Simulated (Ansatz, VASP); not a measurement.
This is a calculation of C for Ansatz 0.2.0. 

The input input.yaml:

```yaml
crystal:
  lattice:
    - [0.0, 1.78337, 1.78337]
    - [1.78337, 0.0, 1.78337]
    - [1.78337, 1.78337, 0.0]
  atoms:
    - { symbol: C, position: [0.75, 0.75, 0.75] }
    - { symbol: C, position: [0.5, 0.5, 0.5] }
kpoints:
  mp_grid: { grid: [13, 13, 13] }
scf:
  occupations: { method: fermi_dirac, width: 0.05 }
hamiltonian:
  xc: rpbe
  dispersion: d4
  pseudopotentials: { kind: all_electron, lapw: { basis_error: 0.001 } }
output:
  forces: true
  stress: true
relax:
  f_tol: 0.02
  max_steps: 60
  cell: {}
```

Potentials or basis: all-electron LAPW, scalar-relativistic.

The run is started by

```sh
$ ansatz run input.yaml --threads 1 --pin off --max-ram 3072MiB --backend cpu --events-out ev --progress --plain --runs-dir out
```

Problem. Set up the same calculation for VASP 6.6.1. Potentials or basis there: PBE PAW files C, 600 eV.

Solution. As run (cutoffs and basis follow the program's own potentials, and thresholds, step limits or extra output files can differ):

INCAR

```
SYSTEM = C
PREC = Accurate
ENCUT = 600
EDIFF = 1E-7
ISMEAR = -1
SIGMA = 0.05
LREAL = .False.
LASPH = .True.
NELM = 60
ALGO = Normal
ISIF = 3
LWAVE = .False.
LCHARG = .False.
GGA = RP
IVDW = 13
IBRION = 2
NSW = 60
EDIFFG = -0.01
```

Contents of KPOINTS:

```
regular mesh
0
Gamma
  13 13 13
  0 0 0
```

POSCAR

```
C
1.0
    0.0000000000      1.7833700000      1.7833700000
    1.7833700000      0.0000000000      1.7833700000
    1.7833700000      1.7833700000      0.0000000000
C
2
Direct
    0.7500000000      0.7500000000      0.7500000000
    0.5000000000      0.5000000000      0.5000000000
```

Potentials or basis: VASP PAW PBE potentials, release 64 (C).

The run is started by

```console
$ cat potpaw_PBE.64/C/POTCAR > POTCAR
$ mpirun -np 1 vasp_std > vasp.out
```

Both were run:

|  | Ansatz | VASP |
| --- | --- | --- |
| Relaxed volume | 5.59 Å³/atom | 5.59 Å³/atom |
| Relaxed cell | a = 2.510 Å, b = 2.510 Å, c = 2.510 Å, α = 60.00°, β = 60.00°, γ = 60.00° | a = 2.510 Å, b = 2.510 Å, c = 2.510 Å, α = 60.00°, β = 60.00°, γ = 60.00° |
| Space group after relaxing | Fd-3m (No. 227) | Fd-3m (No. 227) |
| Pressure after relaxing | 0.0 GPa | 0.0 GPa |

VASP's potentials were made for PBE.

Where Ansatz's input types no cutoff or centring, it takes its own default and a Γ-centred mesh.

Pressure is positive in compression.
